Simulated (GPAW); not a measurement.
# CuAu (P4/mmm) in GPAW: equation of state

How stiff is CuAu in PBEsol, and what volume does it want? The cell is scaled to several volumes.

Everything below comes from runs of GPAW 26.7.0. Logs are shortened: lines on timing, memory, paths and dates and some standing lists are left out, and cuts for length are marked. The log counts tension as positive stress, the text compression.

## Step 1: The structure

Symmetry: P4/mmm, No. 123, tetragonal system. The conventional cell has a = 2.811 Å, b = 2.811 Å, c = 3.685 Å, α = 90.00°, β = 90.00°, γ = 90.00°. Au (site symmetry 4/mmm) has 8 Cu at 2.71 Å and 4 Au at 2.81 Å as nearest neighbours. Cu (site symmetry 4/mmm) is surrounded by 8 Au at 2.71 Å and 4 Cu at 2.81 Å.

## Step 2: Equation of state, PBEsol

File run.py:

```python
from ase import Atoms
from ase.eos import EquationOfState
from ase.io import Trajectory
from ase.units import GPa
from gpaw import GPAW, PW, setup_paths

setup_paths.insert(0, '.')

atoms = Atoms(['Au', 'Cu'],
              cell=[[2.8107494552, 0.0, 0.0],
                    [0.0, 2.8107494552, 0.0],
                    [0.0, 0.0, 3.685]],
              scaled_positions=[[0.0, 0.0, 0.0],
                                [0.5, 0.5, 0.5]],
              pbc=True)

traj = Trajectory('eos.traj', 'w')
volumes, energies = [], []
for x in [0.94, 0.96, 0.98, 1.0, 1.02, 1.04, 1.06]:
    a = atoms.copy()
    a.set_cell(atoms.cell * x**(1 / 3), scale_atoms=True)
    calc = GPAW(mode=PW(600),
                xc='PBEsol',
                kpts={'size': (9, 9, 7), 'gamma': True},
                occupations={'name': 'fermi-dirac', 'width': 0.05},
                nbands=23,
                convergence={'density': 1e-05, 'energy': 1e-05},
                maxiter=150,
                txt=f'eos-{x:.2f}.txt')
    a.calc = calc
    energies.append(a.get_potential_energy(force_consistent=True))
    volumes.append(a.get_volume())
    p = -a.get_stress()[:3].mean() / GPa
    calc.write(f'eos-{x:.2f}.gpw')
    traj.write(a)
    print(f'{x:.2f} {volumes[-1]:10.4f} A^3 {energies[-1]:14.6f} eV {p:9.3f} GPa', flush=True)

v0, e0, B = EquationOfState(volumes, energies, eos='birchmurnaghan').fit()
print(f'V0 = {v0:.4f} A^3, E0 = {e0:.6f} eV, B0 = {B / GPa:.2f} GPa')
```

Potentials or basis: PAW data sets generated in the run's folder for this functional, pw.

Command:

```bash
gpaw-setup -f PBEsol Au Cu
OMP_NUM_THREADS=1 python run.py
```

Standard output:

```text
__  _  _
 | _ |_)|_||  |
 |__||  | ||/\| - 26.7.0

Input parameters:
  mode=PW(ecut=600.0),
  convergence={'density': 1e-05, 'energy': 1e-05},
  kpts=MonkhorstPack(size=(9, 9, 7), gamma=True),
  maxiter=150,
  nbands=23,
  occupations=Occupations(name='fermi-dirac', width=0.05),
  xc=XC(name='PBEsol')

Diagonalizing LCAO Hamiltonian
Converting LCAO to pw mode
   .------.
  /|      |
 * |      |
 | |  Cu  |
 | .------.
 |/      /
 Au-----*

Atoms  # Å, Bohr magnetons
|   | symbol |        x |        y |        z |    initial magnetic moments |
|---|--------|----------|----------|----------|-----------------------------|
| 0 |     Au | 0.000000 | 0.000000 | 0.000000 | ( 0.0000,  0.0000,  0.0000) |
| 1 |     Cu | 1.376686 | 1.376686 | 1.804887 | ( 0.0000,  0.0000,  0.0000) |

Unit cell  # Å
| periodic |        x |        y |        z |  lengths |    angles |
|----------|----------|----------|----------|----------|-----------|
|      yes | 2.753371 | 0.000000 | 0.000000 | 2.753371 | 90.000000 |
|      yes | 0.000000 | 2.753371 | 0.000000 | 2.753371 | 90.000000 |
|      yes | 0.000000 | 0.000000 | 3.609775 | 3.609775 | 90.000000 |

Number of symmetries: 16
Symmetry operations  # r_c * U_cc + t_c -> r_c
|    | kind |            matrix            |
|----|------|------------------------------|
|  0 |  E   |  1, 0, 0,  0, 1, 0,  0, 0, 1 |
|  1 |  σ   |  1, 0, 0,  0, 1, 0,  0, 0,-1 |
|  2 |  σ   |  1, 0, 0,  0,-1, 0,  0, 0, 1 |
|  3 |  C2  |  1, 0, 0,  0,-1, 0,  0, 0,-1 |
|  4 |  σ   |  0, 1, 0,  1, 0, 0,  0, 0, 1 |
|  5 |  C2  |  0, 1, 0,  1, 0, 0,  0, 0,-1 |
|  6 |  C4  |  0, 1, 0, -1, 0, 0,  0, 0, 1 |
|  7 |  S4  |  0, 1, 0, -1, 0, 0,  0, 0,-1 |
|  8 |  C4  |  0,-1, 0,  1, 0, 0,  0, 0, 1 |
|  9 |  S4  |  0,-1, 0,  1, 0, 0,  0, 0,-1 |
| 10 |  σ   |  0,-1, 0, -1, 0, 0,  0, 0, 1 |
| 11 |  C2  |  0,-1, 0, -1, 0, 0,  0, 0,-1 |
| 12 |  σ   | -1, 0, 0,  0, 1, 0,  0, 0, 1 |
| 13 |  C2  | -1, 0, 0,  0, 1, 0,  0, 0,-1 |
| 14 |  C2  | -1, 0, 0,  0,-1, 0,  0, 0, 1 |
| 15 |  i   | -1, 0, 0,  0,-1, 0,  0, 0,-1 |

BZ-sampling:
  Number of BZ points: 567
  Number of IBZ points: 60

  Monkhorst-Pack size: [9, 9, 7]
  Monkhorst-Pack shift: [0, 0, 0]

K-points  # in reciprocal-cell coordinates
|     |                                coordinates |     weight |
|-----|--------------------------------------------|------------|
|   0 | (  0.00000000,   0.00000000,   0.00000000) | 0.00176367 |
|   1 | (  0.00000000,   0.00000000,   0.14285714) | 0.00352734 |
|   2 | (  0.00000000,   0.00000000,   0.28571429) | 0.00352734 |
|   3 | (  0.00000000,   0.00000000,   0.42857143) | 0.00352734 |
|   4 | (  0.11111111,   0.00000000,   0.00000000) | 0.00705467 |
|   5 | (  0.11111111,   0.00000000,   0.14285714) | 0.01410935 |
|   6 | (  0.11111111,   0.00000000,   0.28571429) | 0.01410935 |
|   7 | (  0.11111111,   0.00000000,   0.42857143) | 0.01410935 |
|   8 | (  0.11111111,   0.11111111,   0.00000000) | 0.00705467 |
|   9 | (  0.11111111,   0.11111111,   0.14285714) | 0.01410935 |
| ... |                                            |            |
|  59 | (  0.44444444,   0.44444444,   0.42857143) | 0.01410935 |

Plane wave coefficients: 942
Cutoff: 600.0 eV

Spin-components: 1 (collinear spins)
Bands:           23
Projectors:      12
Spin-degeneracy: 2
Datatype:        complex128

Parallelization:
  kpt:    1
  domain: 1
  band:   1

Density:
  Valence electrons: 22.0
  Components: 1
  Grid points: [16 16 21]
  Charge: 0.0  # |e|

Potential:
  Grid points: [16 16 21]

species:
  Au:
    name:    Gold
    Z:       79.0
    valence: 11
    core:    68
    charge:  0.0  # [|e|]
    compensation charges:
      type: gauss
      rc: 0.42  # [Å]
      lmax: 2
    cutoffs:
      filter: 2.33  # [Å]
      core: 2.81  # [Å]
    projectors
    | kind |    occ | energy [eV] | rcut [Å] |
    |------|--------|-------------|----------|
    |   6s |  1.000 |      -5.766 |    1.323 |
    |   6p |  0.000 |      -0.708 |    1.323 |
    |   5d | 10.000 |      -6.915 |    1.323 |
    |    s |        |      21.446 |    1.323 |
    |    p |        |      26.504 |    1.323 |
    |    d |        |      20.296 |    1.323 |

    Using partial waves for Au as LCAO basis

  Cu:
    name:    Copper
    Z:       29.0
    valence: 11
    core:    18
    charge:  0.0  # [|e|]
    compensation charges:
      type: gauss
      rc: 0.33  # [Å]
      lmax: 2
    cutoffs:
      filter: 2.06  # [Å]
      core: 2.43  # [Å]
    projectors
    | kind |    occ | energy [eV] | rcut [Å] |
    |------|--------|-------------|----------|
    |   4s |  1.000 |      -4.607 |    1.164 |
    |   4p |  0.000 |      -0.637 |    1.164 |
    |   3d | 10.000 |      -5.060 |    1.058 |
    |    s |        |      22.604 |    1.164 |
    |    p |        |      26.574 |    1.164 |
    |    d |        |      22.151 |    1.058 |

    Using partial waves for Cu as LCAO basis

Reference energy: -561440.136212  # eV

eigensolver:
  PPCG
  Converge bands: occupied
  niter=2

density mixing:
  MSR1-Mixer
  Pratt-step length: 0.05
  Maximum mixing coefficient: 0.75
  Old densities: 10
  SVD Regularization: 0.005
  Good broyden scale: 1.0
  Trust region scale: 1.0
  Backstep threshold: 4.0
  History deletion threshold: 6.0
  Fourier metric: weight=20.0, sigma=0.015

occupation numbers:
  Fermi-Dirac:
    width: 0.0500  # eV

poisson solver:
  ecut: 4800.0  # eV

xc functional:
  name: PBEsol with 2 nearest neighbor stencil

convergence criteria:
- Maximum integral of absolute [dens]ity change: 1e-05 electrons / valence electron
- Maximum [total energy] change in last 3 cyles: 1e-05 eV / valence electron
- Maximum integral of absolute [eigenst]ate change: 4e-08 eV^2 / valence electron
maximum number of iterations: 150

SCF iterations
|iter     | |      energy | eigst |  dens |
|---------|-|-------------|-------|-------|
|iter:   1| |   -9.321749 | -0.18 |       |
|iter:   2| |   -8.981214 | -2.72 | -0.98 |
|iter:   3| |   -8.260790 | -1.96 | -1.05 |
|iter:   4| |   -8.156688 | -2.79 | -1.58 |
|iter:   5| |   -8.146972 | -4.12 | -2.08 |
|iter:   6| |   -8.142255 | -3.99 | -2.25 |
|iter:   7| |   -8.142218 | -5.63 | -3.02 |
|iter:   8| |   -8.142222c| -6.04 | -3.44 |
|iter:   9| |   -8.142221c| -7.70c| -4.30 |
|iter:  10| |   -8.142221c| -7.84c| -4.84 |
|iter:  11| |   -8.142221c| -8.46c| -5.38c|

Converged in 11 steps
Energy contributions relative to reference atoms: (reference = -561440.136212)

Energy contributions:
  Kinetic:         -15.711922
  Coulomb:          12.629893
  Zero:              0.244820
  External:          0.000000
  Xc:               -5.303202
  Entropy:          -0.003620
  Spinorbit:         0.000000
  ----------------------------
  Free energy:      -8.144031
  Extrapolated:     -8.142221

dipole moment: (-9.542209, -9.542209, -12.510201)  # |e|*Ang

Fermi level: 9.976
Eigenvalues  # (at kpt = [0.000, 0.000, 0.000])
| band index |      eig [eV] | occ [0-2] |
|------------|---------------|-----------|
|          0 |        -0.414 |     2.000 |
|        ... |               |           |
|          3 |         5.693 |     2.000 |
|          4 |         5.693 |     2.000 |
|          5 |         6.875 |     2.000 |
|          6 |         6.979 |     2.000 |
|          7 |         7.758 |     2.000 |
|          8 |         8.262 |     2.000 |
[... 8 lines left out ...]
|         17 |        28.872 |     0.000 |
|         18 |        32.229 |     0.000 |
|        ... |               |           |
|         22 |        38.252 |     0.000 |

No gap
No difference between direct/indirect transitions

Stress tensor  # eV/Ang^3
|         x |         y |         z |
|-----------|-----------|-----------|
| -0.068751 |  0.000000 |  0.000000 |
|  0.000000 | -0.068751 |  0.000000 |
|  0.000000 |  0.000000 | -0.058047 |

# Writing to eos-0.94.gpw (mode='')
```

Wall time 3 min (1 thread of AMD EPYC 7R43 (Zen 3), shared host); peak memory 0.24 GiB.

What came out:

- Equilibrium volume: 14.44 Å³/atom
- Bulk modulus at fixed shape and positions: 170 GPa
- Pressure derivative of the bulk modulus: 5.6

Energy against volume, from the lowest point:
| volume (Å³/atom) | energy (meV/atom) |
| --- | --- |
| 13.683 | 22.97 |
| 13.974 | 7.92 |
| 14.265 | 0.58 |
| 14.556 | 0.00 |
| 14.847 | 5.35 |
| 15.139 | 15.89 |
| 15.430 | 30.92 |

Caveat: with these Cu and Au data sets, volumes or pressures lay over 1.5 % or 2 GPa off other programs in two to four cells of ten; the cell was scaled at fixed shape and fractional positions, which overstates the stiffness of a crystal with free parameters, most of all of layers and chains.
